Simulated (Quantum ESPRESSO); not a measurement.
Runs of Quantum ESPRESSO 7.5 on Rh. The structure is cubic, space group Fm-3m (No. 225). The conventional cell has a = 3.796 Å, b = 3.796 Å, c = 3.796 Å, α = 90.00°, β = 90.00°, γ = 90.00°. Rh (site symmetry m-3m) is surrounded by 12 Rh at 2.68 Å. 

```tsv
task	level	potentials or basis	cell	k mesh	cutoff (eV)	SCF threshold	symmetry	gap on the mesh (eV)	pressure (GPa)
band structure	PBEsol	SG15 PBE 1.2	as given	12 × 12 × 12	952	2e-10 Ry	-	none	-4.2
single point	PBEsol	GBRV 1.5 PBEsol	cell strained at random at fixed volume	12 × 12 × 12	612	2e-10 Ry	-	none	-1.8
band structure	RPBE	SG15 PBE 1.2	as given	12 × 12 × 12	952	2e-10 Ry	-	none	(a)
band structure	SCAN	SG15 PBE 1.2	as given	9 × 9 × 9	952	1e-08 Ry	off	none	-3.8
band structure	M06L	SG15 PBE 1.2	as given	9 × 9 × 9	952	1e-08 Ry	off	none	(b)
band structure	r2SCAN	SG15 PBE 1.2	as given	9 × 9 × 9	952	1e-08 Ry	off	none	-1.0
single point	PBEsol	GBRV 1.5 PBEsol	as given	12 × 12 × 12	612	2e-10 Ry	-	none	-3.0
band structure	EV93PW91	SG15 PBE 1.2	as given	12 × 12 × 12	952	2e-10 Ry	-	none	36.2
band structure	PBEsol	GBRV 1.5 PBEsol	as given	12 × 12 × 12	612	2e-10 Ry	-	none	-3.0
band structure	rSCAN	SG15 PBE 1.2	as given	9 × 9 × 9	952	1e-08 Ry	off	none	-1.7
```

Alike in all rows: no spin polarisation; smearing fermi-dirac 0.05 eV.

Problem. Estimate the missing entries.

Solution. (a) 12.8; (b) 4.7.

Caveats: the potentials were made for another functional, which shifts forces and pressure (some runs); the potentials were made for a functional far from this one (some runs); a pressure of tens of GPa on the cell as given is suspect, and the run, the potentials or the cell itself is likely at fault (some runs).

A k mesh can miss the band edges, and the runs leave out spin-orbit coupling on Rh.

A gap of «none» marks a metal or a gap under the smearing width.

The runs don't all hold the same shells in valence.

Runs at the PBE level aren't shown here.
